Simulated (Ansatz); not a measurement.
A crystal relaxed with r2SCAN in the PAW code Ansatz has space group Imm2 (No. 44) and a = 4.014 Å, b = 12.040 Å, c = 5.673 Å.

```csv
atom,site,x,y,z
Xx,4d,0.5000,0.1667,0.4998
As,4d,0.0000,0.1667,0.2503
Ga,2a,0.0000,0.0000,0.0002
As,2b,0.5000,0.0000,0.7497
```

With r2SCAN the valence top lies at Γ and the conduction bottom at X, 1.80 eV higher; the smallest vertical gap, at Γ, is 1.99 eV. With HSE06 the valence top lies at Γ and the conduction bottom at X, 2.08 eV higher; the smallest vertical gap, at Γ, is 2.32 eV. Meshes: r2SCAN 8×8×8, HSE06 4×4×4.

Question: Which element is Xx?
A. In
B. B
C. Tl
D. Al

Answer: D. Xx is Al: Al₂GaAs₃ as one 6-atom ordering (Imm2) on the zincblende lattice. Al has 4 As at 2.46 Å; As has 3 Al at 2.46 Å and 1 Ga at 2.46 Å; Ga has 4 As at 2.46 Å; As has 2 Al at 2.46 Å and 2 Ga at 2.46 Å.

Spin-unpolarised throughout. Whether this structure exists isn't addressed.

Spin-orbit coupling is left out.
